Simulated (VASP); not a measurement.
# Si (Fd-3m) in VASP: notebook

One crystal, Si, is run at these levels: PBE; tasks: relaxation of cell and atoms.

Program: VASP 6.6.1. These are calculated values, not measurements. Logs are shortened: lines on timing, memory, paths and dates and some standing lists are left out, and cuts for length are marked.

## Step 1: The structure

Symmetry: Fd-3m, No. 227, cubic system. Conventional cell: a = 5.431 Å, b = 5.431 Å, c = 5.431 Å, α = 90.00°, β = 90.00°, γ = 90.00°. Around Si (site symmetry -43m) lie 4 Si at 2.35 Å.

## Step 2: Relaxation of cell and atoms, PBE

Input file INCAR:

```
  ALGO = Normal
  EDIFF = 1E-6
  EDIFFG = -0.005
  ENCUT = 600
  GGA = PE
  IBRION = 2
  ISIF = 3
  ISMEAR = -1
  LASPH = True
  LCHARG = False
  LREAL = False
  LWAVE = False
  NELM = 60
  NSW = 60
  PREC = Accurate
  PSTRESS = 0
  SIGMA = 0.05
```

Input file KPOINTS:

```
k-points
0
Gamma
  11 11 11
```

Input file POSCAR:

```
Si
1.0
    0.0000000000      2.7155000000      2.7155000000
    2.7155000000      0.0000000000      2.7155000000
    2.7155000000      2.7155000000      0.0000000000
Si
2
Direct
    0.0000000000      0.0000000000      0.0000000000
    0.2500000000      0.2500000000      0.2500000000
```

Potentials or basis: VASP PAW PBE potentials, release 64 (Si).

Command:

```console
cat potpaw_PBE.64/Si/POTCAR > POTCAR
mpirun -np 1 vasp_std > vasp.out
```

OUTCAR:

```text
EDIFF = 1E-6
   EDIFFG = -0.005
   ENCUT = 600
   GGA = PE
   IBRION = 2
   ISIF = 3
   ISMEAR = -1
   LASPH = True
   LREAL = False
   NELM = 60
   NSW = 60
   PREC = Accurate
   PSTRESS = 0

 ion  position               nearest neighbor table
   1  0.000  0.000  0.000-   2 2.35   2 2.35   2 2.35   2 2.35
   2  0.250  0.250  0.250-   1 2.35   1 2.35   1 2.35   1 2.35

  LATTYP: Found a face centered cubic cell.
 ALAT       =     5.4310000000

  Lattice vectors:

 A1 = (   0.0000000000,   2.7155000000,   2.7155000000)
 A2 = (   2.7155000000,   0.0000000000,   2.7155000000)
 A3 = (   2.7155000000,   2.7155000000,   0.0000000000)

Analysis of symmetry for initial positions (statically):
=====================================================================
 Subroutine PRICEL returns:
 Original cell was already a primitive cell.

 Routine SETGRP: Setting up the symmetry group for a
 face centered cubic supercell.

 Subroutine GETGRP returns: Found 48 space group operations
 (whereof 24 operations were pure point group operations)
 out of a pool of 48 trial point group operations.

The static configuration has the point symmetry T_d .
 The point group associated with its full space group is O_h .

Analysis of symmetry for dynamics (positions and initial velocities):
=====================================================================
 Subroutine PRICEL returns:
 Original cell was already a primitive cell.

 Routine SETGRP: Setting up the symmetry group for a
 face centered cubic supercell.

 Subroutine GETGRP returns: Found 48 space group operations
 (whereof 24 operations were pure point group operations)
 out of a pool of 48 trial point group operations.

The dynamic configuration has the point symmetry T_d .
 The point group associated with its full space group is O_h .

 Subroutine INISYM returns: Found 48 space group operations
 (whereof 24 operations are pure point group operations),
 and found     1 'primitive' translations

----------------------------------------------------------------------------------------

                                     Primitive cell

  volume of cell :      40.0479

  direct lattice vectors                    reciprocal lattice vectors
     0.000000000  2.715500000  2.715500000    -0.184128153  0.184128153  0.184128153
     2.715500000  0.000000000  2.715500000     0.184128153 -0.184128153  0.184128153
     2.715500000  2.715500000  0.000000000     0.184128153  0.184128153 -0.184128153

[... 99 lines left out ...]
   EFERMI_NEDOS =   21; number of points for ismear=-14 and -15
   IALGO  =     38    algorithm
   IMIX   =      4    mixing-type and parameters
     AMIX     =   0.40;   BMIX     =  1.00
     AMIX_MAG =   1.60;   BMIX_MAG =  1.00
  volume/ion in A,a.u.               =      20.02       135.13
  Fermi-wavevector in a.u.,A,eV,Ry     =   0.956999  1.808467 12.460868  0.915848
  Thomas-Fermi vector in A             =   2.085978
   LORBIT       =      0    0 simple, 1 ext, 2 COOP (PROOUT), +10 PAW based schemes
   GGA     = PE    functional components
   LHFCALC =     F    Hartree Fock is set to
   AEXX    =    0.0000 exact exchange contribution
   IVDW    =     0    specifies the selected vdW correction
   LEPSILON=     F    determine dielectric tensor
   LRPA    =     F    only Hartree local field effects (RPA)
 conjugate gradient relaxation of ions
 non-spin polarized calculation
  energy-cutoff  :      600.00
  volume of cell :       40.05
 maximum number of plane-waves:      1363
   NGX = 15   NGY = 15   NGZ = 15

--------------------------------------- Ionic step        1  -------------------------------------------

 number of electron       7.9999999 magnetization

 Free energy of the ion-electron system (eV)
  ---------------------------------------------------
  ext. energy  EPLUGINS =         0.00000000
  ---------------------------------------------------
  free energy    TOTEN  =       -10.84475305 eV

  energy without entropy =      -10.84473489  energy(sigma->0) =      -10.84474397

------------------------ aborting loop because EDIFF is reached ----------------------------------------

  FORCE on cell =-STRESS in cart. coord.  units (eV):
  Direction    XX          YY          ZZ          XY          YZ          ZX
  --------------------------------------------------------------------------------------
  -------------------------------------------------------------------------------------
  Total        0.4839714      0.4839714      0.4839714     -0.0000000      0.0000000      0.0000000
  in kB       19.3620285     19.3620285     19.3620285     -0.0000000      0.0000000      0.0000000
  external PRESSURE =      19.3620285 kB  Pullay stress =       0.0000000 kB
[... 59 lines left out ...]
--------------------------------------- Ionic step        3  -------------------------------------------

 number of electron       8.0000000 magnetization

 Free energy of the ion-electron system (eV)
  ---------------------------------------------------
  ext. energy  EPLUGINS =         0.00000000
  ---------------------------------------------------
  free energy    TOTEN  =       -10.84970156 eV

  energy without entropy =      -10.84968831  energy(sigma->0) =      -10.84969494

 E-fermi :   5.9156     XC(G=0):  -9.3275

 val. band max:        5.6167792475   @ k =   0.0000   0.0000   0.0000
 cond. band min:       6.2532237890   @ k =   0.4545   0.4545   0.0000
 fundamental gap:      0.6364445415
 Fermi energy:         5.9155525535

 k-point     1 :       0.0000    0.0000    0.0000
  band No.  band energies     occupation
      1      -6.1983      2.00000
      2       5.6168      1.99493
      3       5.6168      1.99493
      4       5.6168      1.99493
      5       8.1738      0.00000
      6       8.1738      0.00000
      7       8.1738      0.00000
      8       8.7516      0.00000
[... 243 lines left out ...]
 k-point    24 :      -0.1818    0.1818    0.0000
  band No.  band energies     occupation
      1      -5.0955      2.00000
      2       1.5709      2.00000
      3       2.9914      2.00000
      4       4.9412      2.00000
      5       8.5549      0.00000
      6       9.3394      0.00000
      7       9.6283      0.00000
      8      11.2208      0.00000

 [... further k-points ...]

------------------------ aborting loop because EDIFF is reached ----------------------------------------

  FORCE on cell =-STRESS in cart. coord.  units (eV):
  Direction    XX          YY          ZZ          XY          YZ          ZX
  --------------------------------------------------------------------------------------
  -------------------------------------------------------------------------------------
  Total        0.0014786      0.0014786      0.0014786     -0.0000000     -0.0000000     -0.0000000
  in kB        0.0579421      0.0579421      0.0579421     -0.0000000     -0.0000000     -0.0000000
  external PRESSURE =       0.0579421 kB  Pullay stress =       0.0000000 kB
[... 17 lines left out ...]
  FREE ENERGIE OF THE ION-ELECTRON SYSTEM (eV)
  ---------------------------------------------------
  free  energy   TOTEN  =       -10.8497015614 eV

  energy  without entropy=      -10.8496883127  energy(sigma->0) =      -10.84969494

 reached required accuracy - stopping structural energy minimisation
```

OSZICAR:

```text
N       E                     dE             d eps       ncg     rms          rms(c)
DAV:   1     0.886489164932E+01    0.88649E+01   -0.36431E+03   896   0.880E+02
DAV:   2    -0.107621275431E+02   -0.19627E+02   -0.18832E+02  1392   0.873E+01
DAV:   3    -0.110233651394E+02   -0.26124E+00   -0.26124E+00  1104   0.127E+01
[... 19 lines left out ...]
DAV:   2    -0.108500713515E+02    0.72910E-03   -0.62342E-04  1224   0.174E-01    0.121E-01
DAV:   3    -0.108496980244E+02    0.37333E-03   -0.80372E-04  1072   0.145E-01    0.402E-02
DAV:   4    -0.108496991302E+02   -0.11058E-05   -0.80189E-06  1192   0.256E-02    0.356E-02
DAV:   5    -0.108497016800E+02   -0.25498E-05   -0.20990E-06  1056   0.108E-02    0.830E-03
DAV:   6    -0.108497015614E+02    0.11863E-06   -0.21316E-08   456   0.148E-03
   3 F= -.10849702E+02 E0= -.10849695E+02  d E =-.494852E-02
```

CONTCAR:

```text
Si
   1.00000000000000
     0.0000000000000000    2.7342919923300704    2.7342919923300704
     2.7342919923300704    0.0000000000000000    2.7342919923300704
     2.7342919923300704    2.7342919923300704    0.0000000000000000
  Si
     2
Direct
     0.0000000000000000    0.0000000000000000    0.0000000000000000
     0.2500000000000000    0.2500000000000000    0.2500000000000000

  0.00000000E+00  0.00000000E+00  0.00000000E+00
  0.00000000E+00  0.00000000E+00  0.00000000E+00
```

Wall time 25 s (1 thread of Intel Xeon Platinum 8259CL at 2.50GHz (Skylake/Cascade Lake), shared host); peak memory 0.17 GiB.

Results:

* Free energy: -10.8497 eV
* Relaxed volume: 20.44 Å³/atom
* Relaxed cell: a = 3.867 Å, b = 3.867 Å, c = 3.867 Å, α = 60.00°, β = 60.00°, γ = 60.00°
* Space group after relaxing (to 0.05 Å): Fd-3m (No. 227)
* Energy gained by relaxing: 2.5 meV/atom
* Ionic steps: 3
* Pressure after relaxing: 0.0 GPa
* Band gap on the k mesh: 0.64 eV, indirect (least direct gap 2.56 eV)

Step by step:
```
step  energy change (eV)  largest force (eV/Å)  pressure (GPa)  volume (Å³)
   1              0.0000                0.0000            1.94        40.05
   2             -0.0027                0.0000           -1.21        41.47
   3             -0.0049                0.0000            0.01        40.89
```

Final structure:
```
Si
1.0
     0.00000    2.73429    2.73429
     2.73429    0.00000    2.73429
     2.73429    2.73429    0.00000
Si
2
Cartesian
  0.0000 0.0000 0.0000
  1.3671 1.3671 1.3671
```

Caveat: an odd mesh through Γ misses points on the zone boundary, where band edges often lie.

## Step 3: Relaxation of cell and atoms, PBE, target pressure 3 GPa, at which the enthalpy is minimised

INCAR: that of step 2 with these lines changed.

```diff
@@ -15,3 +15,3 @@
   PREC = Accurate
-  PSTRESS = 0
+  PSTRESS = 30
   SIGMA = 0.05
```

KPOINTS is that of step 2.

POSCAR is that of step 2.

Potentials or basis: VASP PAW PBE potentials, release 64 (Si).

Command:

```console
cat potpaw_PBE.64/Si/POTCAR > POTCAR
mpirun -np 1 vasp_std > vasp.out
```

Run time: 22 s. Hardware: 1 thread of Intel Xeon Platinum 8259CL at 2.50GHz (Skylake/Cascade Lake), shared host; peak memory 0.18 GiB.

Results (log left out):

- Free energy: -10.8381 eV
- Relaxed volume: 19.81 Å³/atom
- Relaxed cell: a = 3.826 Å, b = 3.826 Å, c = 3.826 Å, α = 60.00°, β = 60.00°, γ = 60.00°
- Space group after relaxing (to 0.05 Å): Fd-3m (No. 227)
- Energy change on relaxing (the enthalpy is what falls): +3.3 meV/atom
- Ionic steps: 3
- Pressure after relaxing: 3.0 GPa
- Band gap on the k mesh: 0.58 eV, indirect (least direct gap 2.57 eV)

The path:
| step | energy change (eV) | largest force (eV/Å) | pressure (GPa) | volume (Å³) |
| --- | --- | --- | --- | --- |
| 1 | 0.0000 | 0.0000 | 1.94 | 40.05 |
| 2 | 0.0138 | 0.0000 | 3.88 | 39.28 |
| 3 | 0.0066 | 0.0000 | 3.01 | 39.62 |

Final structure:
```
Si
1.0
     0.00000    2.70572    2.70572
     2.70572    0.00000    2.70572
     2.70572    2.70572    0.00000
Si
2
Direct
  0.00000 0.00000 0.00000
  0.25000 0.25000 0.25000
```

Levels at points of the mesh, in eV from the valence-band top:
```csv
k point,band 1,band 2,band 3,band 4,band 5,band 6,band 7,band 8
"(0.00, 0.00, 0.00)",-12.03,0.00,0.00,0.00,2.57,2.57,2.57,3.50
```

Caveat: the cell is relaxed towards a set pressure, so the enthalpy falls and the energy may rise; an odd mesh through Γ misses points on the zone boundary, where band edges often lie.

## Step 4: Relaxation of cell and atoms, PBE, target pressure 6 GPa, at which the enthalpy is minimised

INCAR: that of step 3 with these lines changed.

```diff
@@ -15,3 +15,3 @@
   PREC = Accurate
-  PSTRESS = 30
+  PSTRESS = 60
   SIGMA = 0.05
```

KPOINTS is that of step 3.

POSCAR is that of step 3.

Potentials or basis: VASP PAW PBE potentials, release 64 (Si).

Command:

```console
cat potpaw_PBE.64/Si/POTCAR > POTCAR
mpirun -np 1 vasp_std > vasp.out
```

OUTCAR:

```text
EDIFF = 1E-6
   EDIFFG = -0.005
   ENCUT = 600
   GGA = PE
   IBRION = 2
   ISIF = 3
   ISMEAR = -1
   LASPH = True
   LREAL = False
   NELM = 60
   NSW = 60
   PREC = Accurate
   PSTRESS = 60

 ion  position               nearest neighbor table
   1  0.000  0.000  0.000-   2 2.35   2 2.35   2 2.35   2 2.35
   2  0.250  0.250  0.250-   1 2.35   1 2.35   1 2.35   1 2.35

  LATTYP: Found a face centered cubic cell.
 ALAT       =     5.4310000000

  Lattice vectors:

 A1 = (   0.0000000000,   2.7155000000,   2.7155000000)
 A2 = (   2.7155000000,   0.0000000000,   2.7155000000)
 A3 = (   2.7155000000,   2.7155000000,   0.0000000000)

Analysis of symmetry for initial positions (statically):
[... 262 lines left out ...]

 E-fermi :   6.4634     XC(G=0):  -9.5601

 val. band max:        6.2205822435   @ k =   0.0000   0.0000   0.0000
 cond. band min:       6.7413516242   @ k =   0.4545   0.4545   0.0000
 fundamental gap:      0.5207693807
 Fermi energy:         6.4633894219

 k-point     1 :       0.0000    0.0000    0.0000
  band No.  band energies     occupation
      1      -6.0051      2.00000
      2       6.2206      1.98456
      3       6.2206      1.98456
      4       6.2206      1.98456
      5       8.8011      0.00000
      6       8.8011      0.00000
      7       8.8011      0.00000
      8      10.0430      0.00000
[... 243 lines left out ...]
 k-point    24 :      -0.1818    0.1818    0.0000
  band No.  band energies     occupation
      1      -4.8424      2.00000
      2       2.1111      2.00000
      3       3.4283      2.00000
      4       5.5178      2.00000
      5       9.3114      0.00000
      6      10.0171      0.00000
      7      10.3414      0.00000
      8      12.0649      0.00000

 [... further k-points ...]

------------------------ aborting loop because EDIFF is reached ----------------------------------------

  FORCE on cell =-STRESS in cart. coord.  units (eV):
  Direction    XX          YY          ZZ          XY          YZ          ZX
  --------------------------------------------------------------------------------------
  -------------------------------------------------------------------------------------
  Total        1.4401275      1.4401275      1.4401275      0.0000000      0.0000000      0.0000000
  in kB       59.8769135     59.8769135     59.8769135      0.0000000      0.0000000      0.0000000
  external PRESSURE =      -0.1230865 kB  Pullay stress =      60.0000000 kB
[... 21 lines left out ...]
  energy  without entropy=      -10.8080039567  energy(sigma->0) =      -10.80802072

  enthalpy is  TOTEN    =        -9.3649495662 eV   P V=        1.4430879178

 reached required accuracy - stopping structural energy minimisation
```

Wall time 25 s (1 thread of Intel Xeon Platinum 8259CL at 2.50GHz (Skylake/Cascade Lake), shared host); peak memory 0.18 GiB.

What came out:

| Quantity | Value |
| --- | --- |
| Free energy | -10.8080 eV |
| Relaxed volume | 19.27 Å³/atom |
| Relaxed cell | a = 3.791 Å, b = 3.791 Å, c = 3.791 Å, α = 60.00°, β = 60.00°, γ = 60.00° |
| Space group after relaxing (to 0.05 Å) | Fd-3m (No. 227) |
| Energy change on relaxing (the enthalpy is what falls) | +18.4 meV/atom |
| Ionic steps | 3 |
| Pressure after relaxing | 6.0 GPa |
| Band gap on the k mesh | 0.52 eV, indirect (least direct gap 2.58 eV) |

The path:
```
step  energy change (eV)  largest force (eV/Å)  pressure (GPa)  volume (Å³)
   1              0.0000                0.0000            1.94        40.05
   2              0.1055                0.0000           10.37        37.18
   3              0.0367                0.0000            5.99        38.53
```

Final structure:
```cif
data_structure
_symmetry_space_group_name_H-M 'P 1'
_symmetry_Int_Tables_number 1
_cell_length_a 3.7913
_cell_length_b 3.7913
_cell_length_c 3.7913
_cell_angle_alpha 60.000
_cell_angle_beta 60.000
_cell_angle_gamma 60.000
_cell_volume 38.53
loop_
_atom_site_label
_atom_site_type_symbol
_atom_site_fract_x
_atom_site_fract_y
_atom_site_fract_z
_atom_site_occupancy
Si1 Si 0.00000 0.00000 0.00000 1
Si2 Si 0.25000 0.25000 0.25000 1
```

Levels at points of the mesh, in eV from the valence-band top:
| k point | band 1 | band 2 | band 3 | band 4 | band 5 | band 6 | band 7 | band 8 |
| --- | --- | --- | --- | --- | --- | --- | --- | --- |
| (0.00, 0.00, 0.00) | -12.23 | 0.00 | 0.00 | 0.00 | 2.58 | 2.58 | 2.58 | 3.82 |

Caveat: the cell is relaxed towards a set pressure, so the enthalpy falls and the energy may rise; an odd mesh through Γ misses points on the zone boundary, where band edges often lie.

(Continued in part 2 of 2.)
